Question: I am looking at PBEsol band gaps of InP at several cell volumes. The gap shrinks as the cell expands, and the largest cell has none at all. We use InP as a layer that has to let telecom light through, so this worries me. Does InP really lose its gap when the cell is stretched by 4% in length? If not, what in these numbers should have warned me?

GPAW 26.7.0, PBEsol with PAW data sets and a 600 eV plane-wave cutoff, for InP (space group F-43m, 2 atoms per cell) under uniform strain. The k mesh is 8 × 8 × 8 and the Fermi-Dirac smearing 0.05 eV, with no spin polarisation or spin-orbit coupling. The gap is taken from Kohn-Sham levels along a path of special k points.

```
volume (Å³/atom)  shortest distance (Å)  gap on path (eV)
          22.266                  2.436             1.249
          23.687                  2.487             0.931
          24.419                  2.513             0.771
          25.167                  2.538             0.611
          25.929                  2.563             0.452
          26.707                  2.589             0.295
          28.309                  2.639             0.000
```

Answer: The fall is real physics, but the zero very probably comes too early, because the gap is far too small from the start. The cell with a volume of 25.167 Å³/atom is almost free of pressure, and its computed gap is 0.611 eV. Measured InP has roughly 1.4 eV, a recalled value that is not in the table. The warning comes only from this comparison: the column itself falls smoothly, and a smooth trend can still be a badly displaced one.

A wrong cell size does not explain the shortfall. The smallest cell has 12% less volume than the nearly pressure-free one and is under a pressure of about 12 GPa. Even there the gap reaches only 1.249 eV, still below what real InP has with no squeezing.

The cause lies in what is being read as a gap. The true gap is the cost of taking an electron out of the crystal minus the energy gained by putting one in. The table gives instead the distance between the highest filled and the lowest empty Kohn-Sham level. In exact theory the potential jumps by a constant when an electron is added, and that jump belongs to the gap; a semi-local functional such as PBEsol has no such jump. This is the standard explanation, which the table can't test because it holds only one functional.

Stretching then eats up the little gap that is left. The lowest empty state sits at Γ, the centre of the Brillouin zone, where the s orbitals of In and P meet with opposite sign across every bond. Such an antibonding state loses energy as the bonds lengthen, just as the antibonding level of H₂ comes down when the molecule is pulled apart. The likeness ends at the filled level, which in H₂ is an s bond and in InP is p-like.

Other empty states of the same calculations support this picture. Between the volumes 23.687 and 26.707 Å³/atom, the Γ state comes 0.64 eV closer to the top of the filled bands. A state three quarters of the way from Γ to the zone boundary point L comes closer by only 0.29 eV, and one three quarters of the way to X moves away by 0.18 eV. So the bands do not simply close up together: the gap vanishes because one especially bond-sensitive state sinks towards the filled ones.

A straight line shows what the last row means. Let s be the change in cell length in percent, counted from the 25.167 Å³/atom cell. A least-squares fit to the six rows with an open gap gives

gap = 0.612 eV − 0.159 eV × s

and meets each of them within 0.002 eV. The largest cell, which was not part of the fit, has s = 4.0:

0.612 eV − 0.159 eV × 4.0 = −0.02 eV

The closure is therefore where the trend was heading, not an accident of one run. The printed 0.000 is a floor, since a gap can't be negative, and it hides that the two levels have changed places. The level energies of this cell show it: at Γ the single antibonding state now lies below the threefold p-like level, in line with the negative value from the fit. The threefold level is then only partly filled, so filled and empty states meet there and no gap is left. Spin-orbit coupling, which was left out, would lower the open gaps by a few hundredths of an eV and bring the closure slightly forward.

Now put the missing part back. Near equilibrium it is 1.4 − 0.61 ≈ 0.8 eV. If it were the same in every cell, the largest one would keep a gap of nearly 0.8 eV and remain a semiconductor. That constancy is an assumption, but the slope gives it some support. From the two cells on either side of 25.167 Å³/atom, the gap grows by 0.076 eV per GPa, close to a recalled measured value of roughly 0.08. This supports the assumption near the normal cell, not at 4% stretch.

The same series with a hybrid functional, which mixes in some exact exchange, would start from a wider gap. It would still fall on stretching, because the antibonding state is the same, but it would reach zero later.

For your layer, the displaced gap matters even without any strain. Light of 1.5 µm carries 0.83 eV per photon. Real InP, with its wider gap, lets it pass; a crystal with the computed 0.611 eV would absorb it. Stretching is a separate worry. By the rough estimate above, InP stretched by 4% in every direction would stay a semiconductor, but its gap would lie slightly below this photon energy, so it could absorb the light too. Take the gap itself from measurement, and use this table only for its shift under small, uniform changes of the cell. A layer that its substrate stretches in the plane usually shrinks across it, and that case needs its own calculation.
